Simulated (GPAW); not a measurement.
# MgB2 (P6/mmm) in GPAW: a series of runs

Aim: see how the results for MgB2 move with the level of theory and the settings. Levels: PBE, PBEsol, PBEsol+D3(BJ). Tasks: single point, relaxation of cell and atoms.

Program: GPAW 26.7.0. These are calculated values, not measurements. Logs are shortened: lines on timing, memory, paths and dates and some standing lists are left out, and cuts for length are marked. The log counts tension as positive stress, the text compression.

**1. The crystal as given**

The structure is hexagonal, space group P6/mmm (No. 191). The conventional cell has a = 3.085 Å, b = 3.085 Å, c = 3.523 Å, α = 90.00°, β = 90.00°, γ = 120.00°. Mg (site symmetry 6/mmm) is surrounded by 12 B at 2.51 Å. Around B (site symmetry -6m2) lie 3 B at 1.78 Å.

**2. Single point, PBE**

File run.py:

```python
from ase.dft.bandgap import bandgap
from ase.io import read, write
from ase.units import GPa
from gpaw import GPAW, PW

atoms = read('POSCAR')

calc = GPAW(mode=PW(800),
            xc='PBE',
            kpts={'size': (10, 10, 8), 'gamma': True},
            occupations={'name': 'methfessel-paxton', 'order': 0, 'width': 0.03},
            nbands=17,
            convergence={'density': 1e-05, 'energy': 1e-05},
            maxiter=150,
            txt='gpaw.txt')
atoms.calc = calc
energy = atoms.get_potential_energy()
forces = atoms.get_forces()
stress = atoms.get_stress()
calc.write('gs.gpw')
write('result.traj', atoms)
print(f'Energy: {energy:.6f} eV')
print('Forces (eV/A):')
print(forces.round(4))
print('Stress (GPa):', (stress / GPa).round(3))
print('Fermi level:', round(calc.get_fermi_level(), 4), 'eV')
print(f'Gap: {bandgap(calc)[0]:.4f} eV, direct: {bandgap(calc, direct=True)[0]:.4f} eV')
```

File POSCAR:

```
MgB2
1.0
    3.0850000000      0.0000000000      0.0000000000
   -1.5425000000      2.6716883707      0.0000000000
    0.0000000000      0.0000000000      3.5230000000
Mg B
1 2
Direct
    0.0000000000      0.0000000000      0.0000000000
    0.6666666667      0.3333333333      0.5000000000
    0.3333333333      0.6666666667      0.5000000000
```

Potentials or basis: GPAW PAW data sets (gpaw-data 1.2.1), pw.

Command:

```bash
$ OMP_NUM_THREADS=1 python run.py
```

gpaw.txt:

```text
__  _  _
 | _ |_)|_||  |
 |__||  | ||/\| - 26.7.0

Input parameters:
  mode=PW(ecut=800.0),
  convergence={'density': 1e-05, 'energy': 1e-05},
  kpts=MonkhorstPack(size=(10, 10, 8), gamma=True),
  maxiter=150,
  nbands=17,
  occupations=Occupations(name='methfessel-paxton', order=0, width=0.03),
  xc=XC(name='PBE')

Diagonalizing LCAO Hamiltonian
Converting LCAO to pw mode

         B  B

       Mg

Atoms  # Å, Bohr magnetons
|   | symbol |         x |        y |        z |    initial magnetic moments |
|---|--------|-----------|----------|----------|-----------------------------|
| 0 |     Mg |  0.000000 | 0.000000 | 0.000000 | ( 0.0000,  0.0000,  0.0000) |
| 1 |      B |  1.542500 | 0.890563 | 1.761500 | ( 0.0000,  0.0000,  0.0000) |
| 2 |      B | -0.000000 | 1.781126 | 1.761500 | ( 0.0000,  0.0000,  0.0000) |

Unit cell  # Å
| periodic |         x |        y |        z |  lengths |     angles |
|----------|-----------|----------|----------|----------|------------|
|      yes |  3.085000 | 0.000000 | 0.000000 | 3.085000 |  90.000000 |
|      yes | -1.542500 | 2.671688 | 0.000000 | 3.085000 |  90.000000 |
|      yes |  0.000000 | 0.000000 | 3.523000 | 3.523000 | 120.000000 |

Number of symmetries: 24
Symmetry operations  # r_c * U_cc + t_c -> r_c
|    | kind |            matrix            |
|----|------|------------------------------|
|  0 |  σ   |  1, 1, 0,  0,-1, 0,  0, 0, 1 |
|  1 |  C2  |  1, 1, 0,  0,-1, 0,  0, 0,-1 |
|  2 |  C6  |  1, 1, 0, -1, 0, 0,  0, 0, 1 |
|  3 |  S6  |  1, 1, 0, -1, 0, 0,  0, 0,-1 |
|  4 |  E   |  1, 0, 0,  0, 1, 0,  0, 0, 1 |
|  5 |  σ   |  1, 0, 0,  0, 1, 0,  0, 0,-1 |
|  6 |  σ   |  1, 0, 0, -1,-1, 0,  0, 0, 1 |
|  7 |  C2  |  1, 0, 0, -1,-1, 0,  0, 0,-1 |
|  8 |  σ   |  0, 1, 0,  1, 0, 0,  0, 0, 1 |
|  9 |  C2  |  0, 1, 0,  1, 0, 0,  0, 0,-1 |
| 10 |  C3  |  0, 1, 0, -1,-1, 0,  0, 0, 1 |
| 11 |  S3  |  0, 1, 0, -1,-1, 0,  0, 0,-1 |
| 12 |  C6  |  0,-1, 0,  1, 1, 0,  0, 0, 1 |
| 13 |  S6  |  0,-1, 0,  1, 1, 0,  0, 0,-1 |
| 14 |  σ   |  0,-1, 0, -1, 0, 0,  0, 0, 1 |
| 15 |  C2  |  0,-1, 0, -1, 0, 0,  0, 0,-1 |
| 16 |  σ   | -1, 0, 0,  1, 1, 0,  0, 0, 1 |
| 17 |  C2  | -1, 0, 0,  1, 1, 0,  0, 0,-1 |
| 18 |  C2  | -1, 0, 0,  0,-1, 0,  0, 0, 1 |
| 19 |  i   | -1, 0, 0,  0,-1, 0,  0, 0,-1 |
| 20 |  C3  | -1,-1, 0,  1, 0, 0,  0, 0, 1 |
| 21 |  S3  | -1,-1, 0,  1, 0, 0,  0, 0,-1 |
| 22 |  σ   | -1,-1, 0,  0, 1, 0,  0, 0, 1 |
| 23 |  C2  | -1,-1, 0,  0, 1, 0,  0, 0,-1 |

BZ-sampling:
  Number of BZ points: 800
  Number of IBZ points: 70

  Monkhorst-Pack size: [10, 10, 8]
  Monkhorst-Pack shift: [0.05, 0.05, 0.0625]

K-points  # in reciprocal-cell coordinates
|     |                                coordinates |     weight |
|-----|--------------------------------------------|------------|
|   0 | (  0.00000000,   0.00000000,   0.00000000) | 0.00125000 |
|   1 | (  0.00000000,   0.00000000,   0.12500000) | 0.00250000 |
|   2 | (  0.00000000,   0.00000000,   0.25000000) | 0.00250000 |
|   3 | (  0.00000000,   0.00000000,   0.37500000) | 0.00250000 |
|   4 | (  0.00000000,   0.00000000,   0.50000000) | 0.00125000 |
|   5 | (  0.10000000,   0.00000000,   0.00000000) | 0.00750000 |
|   6 | (  0.10000000,   0.00000000,   0.12500000) | 0.01500000 |
|   7 | (  0.10000000,   0.00000000,   0.25000000) | 0.01500000 |
|   8 | (  0.10000000,   0.00000000,   0.37500000) | 0.01500000 |
|   9 | (  0.10000000,   0.00000000,   0.50000000) | 0.00750000 |
| ... |                                            |            |
|  69 | (  0.50000000,   0.50000000,   0.50000000) | 0.00375000 |

Plane wave coefficients: 1509
Cutoff: 800.0 eV

Spin-components: 1 (collinear spins)
Bands:           17
Projectors:      15
Spin-degeneracy: 2
Datatype:        complex128

Parallelization:
  kpt:    1
  domain: 1
  band:   1

Density:
  Valence electrons: 16.0
  Components: 1
  Grid points: [21 21 24]
  Charge: 0.0  # |e|

Potential:
  Grid points: [21 21 24]

species:
  Mg:
    name:    Magnesium
    Z:       12.0
    valence: 10
    core:    2
    charge:  0.0  # [|e|]
    compensation charges:
      type: gauss
      rc: 0.33  # [Å]
      lmax: 2
    cutoffs:
      filter: 1.86  # [Å]
      core: 0.54  # [Å]
    projectors
    | kind |    occ | energy [eV] | rcut [Å] |
    |------|--------|-------------|----------|
    |   2s |  2.000 |     -79.840 |    1.090 |
    |   3s |  2.000 |      -4.705 |    1.090 |
    |   2p |  6.000 |     -46.613 |    1.085 |
    |   3p |  0.000 |      -1.330 |    1.085 |
    |    d |        |       0.000 |    1.037 |

    Using partial waves for Mg as LCAO basis

  B:
    name:    Boron
    Z:       5.0
    valence: 3
    core:    2
    charge:  0.0  # [|e|]
    compensation charges:
      type: gauss
      rc: 0.20  # [Å]
      lmax: 2
    cutoffs:
      filter: 1.14  # [Å]
      core: 1.38  # [Å]
    projectors
    | kind |    occ | energy [eV] | rcut [Å] |
    |------|--------|-------------|----------|
    |   2s |  2.000 |      -9.443 |    0.635 |
    |   2p |  1.000 |      -3.606 |    0.635 |
    |    s |        |      17.768 |    0.635 |
    |    p |        |      23.605 |    0.635 |
    |    d |        |       0.000 |    0.635 |

    Using partial waves for B as LCAO basis

Reference energy: -6788.624023  # eV

eigensolver:
  PPCG
  Converge bands: occupied
  niter=2

density mixing:
  MSR1-Mixer
  Pratt-step length: 0.05
  Maximum mixing coefficient: 0.75
  Old densities: 10
  SVD Regularization: 0.005
  Good broyden scale: 1.0
  Trust region scale: 1.0
  Backstep threshold: 4.0
  History deletion threshold: 6.0
  Fourier metric: weight=20.0, sigma=0.015

occupation numbers:
  Methfessel-Paxton:
    width: 0.0300  # eV
    order: 0

poisson solver:
  ecut: 6400.0  # eV

xc functional:
  name: PBE with 2 nearest neighbor stencil

convergence criteria:
- Maximum integral of absolute [dens]ity change: 1e-05 electrons / valence electron
- Maximum [total energy] change in last 3 cyles: 1e-05 eV / valence electron
- Maximum integral of absolute [eigenst]ate change: 4e-08 eV^2 / valence electron
maximum number of iterations: 150

SCF iterations
|iter     | |      energy | eigst |  dens |
|---------|-|-------------|-------|-------|
|iter:   1| |  -16.880929 | +0.12 |       |
|iter:   2| |  -16.610559 | -2.32 | -0.95 |
|iter:   3| |  -15.426284 | -1.28 | -0.99 |
|iter:   4| |  -15.423378 | -3.25 | -1.78 |
|iter:   5| |  -15.424874 | -3.90 | -2.08 |
|iter:   6| |  -15.424888 | -5.60 | -3.14 |
|iter:   7| |  -15.424889c| -6.17 | -3.70 |
|iter:   8| |  -15.424889c| -7.50c| -4.67 |
|iter:   9| |  -15.424889c| -8.07c| -5.10c|

Converged in 9 steps
Energy contributions relative to reference atoms: (reference = -6788.624023)

Energy contributions:
  Kinetic:          10.083937
  Coulomb:          -6.194130
  Zero:             -0.020355
  External:          0.000000
  Xc:              -19.294139
  Entropy:          -0.000403
  Spinorbit:         0.000000
  ----------------------------
  Free energy:     -15.425090
  Extrapolated:    -15.424889

dipole moment: (-2.215115, -3.836692, -5.059222)  # |e|*Ang

Fermi level: 7.245
Eigenvalues  # (at kpt = [0.000, 0.000, 0.000])
| band index |      eig [eV] | occ [0-2] |
|------------|---------------|-----------|
|          0 |       -68.092 |     2.000 |
|          1 |       -34.865 |     2.000 |
|          2 |       -34.865 |     2.000 |
|          3 |       -34.850 |     2.000 |
|          4 |        -5.194 |     2.000 |
|          5 |         4.280 |     2.000 |
|          6 |         7.580 |     0.000 |
|          7 |         7.580 |     0.000 |
|          8 |         8.865 |     0.000 |
|          9 |        13.517 |     0.000 |
|         10 |        13.517 |     0.000 |
|         11 |        15.280 |     0.000 |
|         12 |        17.143 |     0.000 |
|         13 |        19.904 |     0.000 |
|        ... |               |           |
|         16 |        26.288 |     0.000 |

No gap
No difference between direct/indirect transitions

Forces  # eV/Ang
|        x |        y |       z |
|----------|----------|---------|
|  0.00000 | -0.00000 | 0.00000 |  # Mg   0
| -0.00000 |  0.00000 | 0.00000 |  # B    1
|  0.00000 | -0.00000 | 0.00000 |  # B    2

Stress tensor  # eV/Ang^3
|         x |         y |        z |
|-----------|-----------|----------|
|  0.005752 | -0.000000 | 0.000000 |
| -0.000000 |  0.005752 | 0.000000 |
|  0.000000 |  0.000000 | 0.009762 |

# Writing to gs.gpw (mode='')
```

Run time: 33 s. Hardware: 1 thread of Arm Neoverse V1, shared host; peak memory 0.18 GiB.

Results:

```yaml
Free_energy: -15.4251 eV
Pressure: -1.1 GPa
Band_gap_on_the_k_mesh: none (metal or under the smearing width)
```

**3. Single point, PBE**

Changes to run.py since step 2:

```diff
@@ -10,3 +10,3 @@
             kpts={'size': (10, 10, 8), 'gamma': True},
-            occupations={'name': 'methfessel-paxton', 'order': 0, 'width': 0.03},
+            occupations={'name': 'methfessel-paxton', 'order': 0, 'width': 0.1},
             nbands=17,
```

POSCAR is that of step 2.

Potentials or basis: GPAW PAW data sets (gpaw-data 1.2.1), pw.

Command:

```bash
$ OMP_NUM_THREADS=1 python run.py
```

Run time: 33 s. Hardware: 1 thread of Arm Neoverse V1, shared host; peak memory 0.18 GiB.

Results (log left out):

| Quantity | Value |
| --- | --- |
| Free energy | -15.4268 eV |
| Pressure | -1.2 GPa |
| Band gap on the k mesh | none (metal or under the smearing width) |

Stress tensor (GPa, compression positive):
```
-1.12  0.00  0.00
 0.00 -1.12  0.00
 0.00  0.00 -1.24
```

Levels at points of the mesh, in eV from the Fermi level:
```csv
k point,band 4,band 5,band 6,band 7,band 8,band 9,band 10,band 11,band 12,band 13
"(0.00, 0.00, 0.00)",-42.10,-12.45,-2.97,0.32,0.32,1.61,6.26,6.26,8.03,9.89
"(0.00, 0.00, 0.50)",-42.11,-11.17,-7.46,0.70,0.70,6.60,6.60,7.89,9.79,9.94
"(0.50, 0.50, 0.00)",-42.10,-8.57,-7.86,-2.21,0.17,3.03,3.83,5.28,7.07,12.53
"(0.50, 0.50, 0.50)",-42.10,-7.60,-6.95,-3.60,-1.92,-1.34,5.65,8.74,8.85,12.99
```

**4. Single point, PBEsol**

Changes to run.py since step 3:

```diff
@@ -2,4 +2,7 @@
 from ase.io import read, write
-from ase.units import GPa
-from gpaw import GPAW, PW
+from ase.units import Bohr, GPa
+from gpaw import GPAW, PW, setup_paths
+from gpaw.elf import elf_from_dft_calculation
+
+setup_paths.insert(0, '.')
 
@@ -8,5 +11,5 @@
 calc = GPAW(mode=PW(800),
-            xc='PBE',
+            xc='PBEsol',
             kpts={'size': (10, 10, 8), 'gamma': True},
-            occupations={'name': 'methfessel-paxton', 'order': 0, 'width': 0.1},
+            occupations={'name': 'methfessel-paxton', 'order': 0, 'width': 0.02},
             nbands=17,
@@ -27 +30,6 @@
 print(f'Gap: {bandgap(calc)[0]:.4f} eV, direct: {bandgap(calc, direct=True)[0]:.4f} eV')
+
+# fields on the real-space grid
+write('density.cube', atoms, data=calc.get_pseudo_density() * Bohr**3)
+write('potential.cube', atoms, data=calc.get_electrostatic_potential())
+write('elf.cube', atoms, data=elf_from_dft_calculation(calc).data)
```

POSCAR is that of step 3.

Potentials or basis: PAW data sets generated in the run's folder for this functional, pw.

Command:

```bash
$ gpaw-setup -f PBEsol B Mg
$ OMP_NUM_THREADS=1 python run.py
```

It took 37 s on 1 thread of Arm Neoverse V1, shared host; peak memory 0.18 GiB.

The run converged. Its results:

```yaml
Free_energy: -16.4211 eV
Pressure: -3.0 GPa
Band_gap_on_the_k_mesh: none (metal or under the smearing width)
```

Stress tensor (GPa, compression positive):
```
-2.79  0.00  0.00
 0.00 -2.79  0.00
 0.00  0.00 -3.49
```

Levels at points of the mesh, in eV from the Fermi level:
```
           k point  band 5  band 6  band 7  band 8  band 9  band 10  band 11  band 12
(0.00, 0.00, 0.00)  -12.44   -2.98    0.34    0.34    1.57     6.24     6.24     8.06
(0.00, 0.00, 0.50)  -11.14   -7.49    0.72    0.72    6.58     6.58     7.89     9.85
(0.50, 0.50, 0.00)   -8.54   -7.87   -2.20    0.17    3.02     3.79     5.23     7.04
(0.50, 0.50, 0.50)   -7.56   -6.95   -3.62   -1.90   -1.37     5.64     8.70     8.80
```

**5. Relaxation of cell and atoms, PBEsol+D3(BJ)**

File run.py:

```python
from ase.calculators.mixing import SumCalculator
from ase.filters import FrechetCellFilter
from ase.io import read, write
from ase.optimize import LBFGS
from dftd3.ase import DFTD3
from gpaw import GPAW, PW, setup_paths

setup_paths.insert(0, '.')

atoms = read('MgB2.xyz')

calc = GPAW(mode=PW(800),
            xc='PBEsol',
            kpts={'size': (10, 10, 8), 'gamma': True},
            occupations={'name': 'fermi-dirac', 'width': 0.05},
            nbands=17,
            convergence={'density': 1e-05, 'forces': 0.0001},
            maxiter=150,
            txt='gpaw.txt')
atoms.calc = SumCalculator([calc, DFTD3(method='pbesol', damping='d3bj')])
opt = LBFGS(FrechetCellFilter(atoms), trajectory='relax.traj', logfile='-')
done = opt.run(fmax=0.05, steps=40)
calc.write('gs.gpw')
write('result.traj', atoms)
print('Converged:', done)
print('Cell:', atoms.cell.cellpar().round(4))
print('Volume:', round(atoms.get_volume(), 4))
print(atoms.get_scaled_positions().round(5))
```

File MgB2.xyz:

```xyz
3
Lattice="3.0850000000 0.0000000000 0.0000000000 -1.5425000000 2.6716883707 0.0000000000 0.0000000000 0.0000000000 3.5230000000" Properties=species:S:1:pos:R:3 pbc="T T T"
Mg     0.0000000000      0.0000000000      0.0000000000
B      1.5425000002      0.8905627901      1.7615000000
B     -0.0000000002      1.7811255806      1.7615000000
```

Command:

```bash
$ gpaw-setup -f PBEsol B Mg
$ OMP_NUM_THREADS=1 python run.py
```

Wall time 2.2 min (1 thread of Arm Neoverse V1, shared host); peak memory 0.33 GiB.

It converged, with:

| Quantity | Value |
| --- | --- |
| Free energy | -17.1582 eV |
| Relaxed volume | 9.24 Å³/atom |
| Relaxed cell | a = 3.049 Å, b = 3.049 Å, c = 3.444 Å, α = 90.00°, β = 90.00°, γ = 120.00° |
| Space group after relaxing (to 0.05 Å) | P6/mmm (No. 191) |
| Energy gained by relaxing | 10.2 meV/atom |
| Ionic steps | 6 |
| Pressure after relaxing | -0.5 GPa |
| Band gap on the k mesh | none (metal or under the smearing width) |
| Dispersion energy per atom | -0.246 eV |

Stress tensor (GPa, compression positive):
```
-0.41  0.00  0.00
 0.00 -0.41  0.00
 0.00  0.00 -0.69
```

Step by step:
```tsv
step	energy change (eV)	largest force (eV/Å)	pressure (GPa)	volume (Å³)
1	0.0000	0.0000	-7.02	29.04
2	-0.0069	0.0000	-6.18	28.86
3	-0.0283	0.0000	0.27	27.66
4	-0.0287	0.0000	0.03	27.69
5	-0.0299	0.0000	-0.52	27.76
6	-0.0305	0.0000	-0.50	27.72
```

Final structure:
```cif
data_structure
_symmetry_space_group_name_H-M 'P 1'
_symmetry_Int_Tables_number 1
_cell_length_a 3.0486
_cell_length_b 3.0486
_cell_length_c 3.4440
_cell_angle_alpha 90.000
_cell_angle_beta 90.000
_cell_angle_gamma 120.000
_cell_volume 27.72
loop_
_atom_site_label
_atom_site_type_symbol
_atom_site_fract_x
_atom_site_fract_y
_atom_site_fract_z
_atom_site_occupancy
Mg1 Mg 0.00000 0.00000 0.00000 1
B1 B 0.66667 0.33333 0.50000 1
B2 B 0.33333 0.66667 0.50000 1
```

Levels at points of the mesh, in eV from the Fermi level:
| k point | band 6 | band 7 | band 8 | band 9 | band 10 | band 11 |
| --- | --- | --- | --- | --- | --- | --- |
| (0.00, 0.00, 0.00) | -2.96 | 0.31 | 0.31 | 1.85 | 6.32 | 6.32 |
| (0.00, 0.00, 0.50) | -7.69 | 0.73 | 0.73 | 6.65 | 6.65 | 8.04 |
| (0.50, 0.50, 0.00) | -8.09 | -2.31 | 0.22 | 3.19 | 3.82 | 5.60 |
| (0.50, 0.50, 0.50) | -7.10 | -3.76 | -1.99 | -1.42 | 5.86 | 9.03 |

Caveat: later steps reuse the first step's grids; pairwise dispersion overbinds metals, which lowers pressure and volume.

**6. Overview**

| task | level | potentials or basis | cell | smearing | optimizer | fmax | max steps | convergence | gap on the mesh (eV) | pressure (GPa) |
| --- | --- | --- | --- | --- | --- | --- | --- | --- | --- | --- |
| single point | PBE | GPAW PAW data sets (gpaw-data 1.2.1), pw | as given | gaussian 0.03 eV | - | - | - | - | none | -1.1 |
| single point | PBE | GPAW PAW data sets (gpaw-data 1.2.1), pw | as given | gaussian 0.1 eV | - | - | - | - | none | -1.2 |
| single point | PBEsol | PAW data sets generated in the run's folder for this functional, pw | as given | gaussian 0.02 eV | - | - | - | - | none | -3.0 |
| relaxation of cell and atoms | PBEsol+D3(BJ) | PAW data sets generated in the run's folder for this functional, pw | relaxed | fermi-dirac 0.05 eV | LBFGS | 0.05 eV/Å | 40 | density=1e-05 forces=0.0001 | none | -0.5 |

Alike in all rows: no spin polarisation; k mesh 10 × 10 × 8; cutoff (eV) 800.

Caveats: later steps reuse the first step's grids (some runs); pairwise dispersion overbinds metals, which lowers pressure and volume (some runs).

Total energies depend on the potentials used, so only differences within one code and one set of settings carry meaning.
